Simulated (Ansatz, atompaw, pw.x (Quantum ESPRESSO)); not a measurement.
**boron: does the PAW (atompaw) potential hold in the solid?**

- Element: B
- Generator: atompaw 4.2.0.5
- Type: PAW
- Functional: PBE
- Relativity: scalar-relativistic
- Frozen core: [He]
- Valence charge: 3
- Reference configuration: 2s2 2p1
- Partial waves: 2s (bound): rc 1.70 bohr; 2s channel at 0.6 Ry: rc 2.35 bohr; 2p (bound): rc 2.35 bohr; 2p channel at 0.35 Ry: rc 2.35 bohr; 3d channel at 0.45 Ry: rc 2.35 bohr
- Local potential: bessel scheme, radius 1.75 bohr
- Core correction: smooth core density matched at 1.30 bohr
- Augmentation charge: gaussian compensation charge, radius 2.10 bohr; PAW radius 2.35 bohr; waves and projectors: custom rrkj gramschmidtortho

Atomic tests: cutoffs needed: 10 Ry and 12 Ry (the cutoffs (Ry, on a coarse ladder) from which the occupation-weighted sum of valence levels, in a spherical-Bessel basis at the reference potential, stays within 10 and 1 mRy of its value at 400 Ry); ghost test: no extra level below or beside the all-electron valence levels (s, p, d, f tested) (spherical-Bessel basis up to 400 Ry, 20 bohr box); lowest eigenvalue of the overlap operator: 0.34 (s channel).

Crystal test: bcc B in pw.x 7.5, no spin, 18³ k-points, Fermi–Dirac smearing 0.01 Ry, cutoffs 40/400 Ry. The reference is all-electron LAPW (Ansatz 0.2.0) with the same functional, mesh and smearing; V0 and B0 come from Birch–Murnaghan fits to the pressures at five volumes. Errors are pseudo minus all-electron; Δ is the rms difference of the E(V) curves that follow from these fits, minima aligned, over ±6 % about the mean V0. Mesh and smearing are coarse, so the numbers serve the comparison and aren't converged zero-temperature values; the lattice is a test structure that the element need not adopt.

All-electron: a0 = 2.308 Å (V0 = 6.15 Å³/atom), B0 = 225.7 GPa.

Q: How far does the potential miss the all-electron equation of state?

A: mean pressure error (GPa): +0.90; a0 (Å): 2.311; a0 error (%): +0.13; B0 error (%): -0.7; Δ (meV/atom): 1.2. The largest radius (2.35 bohr) exceeds half the bond length (1.89 bohr), so the spheres overlap, which is one possible source of error among others.

```csv
V (Å³/atom),P all-electron (GPa),P pseudo (GPa)
5.869,11.78,12.82
6.024,4.93,5.90
6.178,-1.02,-0.13
6.332,-6.17,-5.34
6.487,-10.61,-9.83
```

Q: At the middle volume, how do free energy and pressure move when the wave cutoff is lowered (ecutrho held at 400 Ry)?

A:

```
cutoff (Ry)  shift of F (meV/atom)  shift of P (GPa)
         18                   +8.7             -0.34
         24                   +1.7             -0.12
         32                   +0.6             +0.03
```

The 8 pw.x runs together took about 40 s on one core of a shared server CPU.
